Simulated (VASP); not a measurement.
Given:

```
CELL_PARAMETERS angstrom
      1.76906    -3.06410     0.00000
      1.76906     3.06410     0.00000
      0.00000     0.00000     5.71188
ATOMIC_POSITIONS crystal
  In 0.66667 0.33333 0.49989
  In 0.33333 0.66667 0.99989
  N  0.66667 0.33333 0.87911
  N  0.33333 0.66667 0.37911
```

These are PBEsol GGA, VASP's PBE PAW potentials (set 64) (plane waves; VASP) values and carry that method's errors. Settings: 520 eV cut-off, Gaussian smearing of 0.050 eV, potentials In_d N.

**Question.** Give the energies of bands 13 to 20 at the high-symmetry points, in eV from the Fermi level.

**Answer.** 
```
band      Γ      M      K      A      L      H
----  -----  -----  -----  -----  -----  -----
13    -5.84  -5.44  -4.65  -3.41  -5.50  -5.19
14    -0.89  -4.54  -4.65  -3.41  -5.50  -5.19
15    -0.89  -3.44  -4.33  -0.45  -1.66  -3.37
16    -0.29  -2.36  -2.39  -0.45  -1.66  -3.37
17    -0.02  -1.73  -2.39  -0.45  -1.57  -1.26
18     0.00  -0.89  -2.16  -0.45  -1.57  -1.26
19     0.00   3.78   4.81   2.30   3.34   5.15
20     2.71   4.37   5.72   2.30   3.34   5.15
```

It has no gap at this level: it comes out as a metal or semimetal.

The compound is InN in the wurtzite structure. It was relaxed first.
